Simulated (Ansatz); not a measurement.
**Zone-centre phonons of InP at 12 GPa: input and output**

Level of theory: DFT PBE, scalar-relativistic, plane waves, PAW in Ansatz 0.2.0.

Launched with:
```bash
ansatz run input.yaml --threads 1 --pin off --max-ram 3072MiB --backend cpu --events-out ev --progress --plain --runs-dir out
```

Input (bare energies are in eV):
```yaml
crystal:
  lattice:
    - [0.0, 2.661171955, 2.661171955]
    - [2.661171955, 0.0, 2.661171955]
    - [2.661171955, 2.661171955, 0.0]
  atoms:
    - { symbol: In, position: [0.0, 0.0, 0.0] }
    - { symbol: P, position: [0.5, 0.5, 0.5] }
basis:
  ecutwfc: 420
kpoints:
  mp_grid: { grid: [14, 14, 14] }
hamiltonian:
  xc: pbe
scf:
  occupations: { method: fermi_dirac, width: 0.15 }
output:
  eigenvalues: true
phonons:
  method: dfpt
  eigenvectors: true
```

The end of the output:
```
--- Phonons (Γ-DFPT): 2 representative perturbations + reference, on 244 of 2744 k-points (Σ response iterations 6) ---
  k mesh reduced under 8 symmetry operations, with k and −k counted as one. Each operation leaves every solved perturbation unchanged. A smaller set is not used because it would not reduce the number of displacements ...
  ASR residual: 3.242e-5 → 0.000e0 eV/Å²; symmetrization residual: 7.119e-6 eV/Å²
  ASR residual per site (eV/Å²): 1.31e-5 3.24e-5
  Γ frequencies (cm⁻¹): 0.00 0.00 0.00 219.89 219.89 219.89
  non-analytic LO–TO correction: not included (Born effective charges unavailable; polar crystals: no LO–TO splitting at Γ)
```

It took 37 s on 1 thread of AMD EPYC 7R43 64-Core Processor (Zen 3), with other jobs on the host, peak memory 0.73 GiB.

In a metal, frequencies and elastic constants depend on the k mesh and the smearing, soft modes and shear constants most. Other phases may be more stable at this pressure.

This rock-salt form isn't the usual stable structure of the compound at low pressure.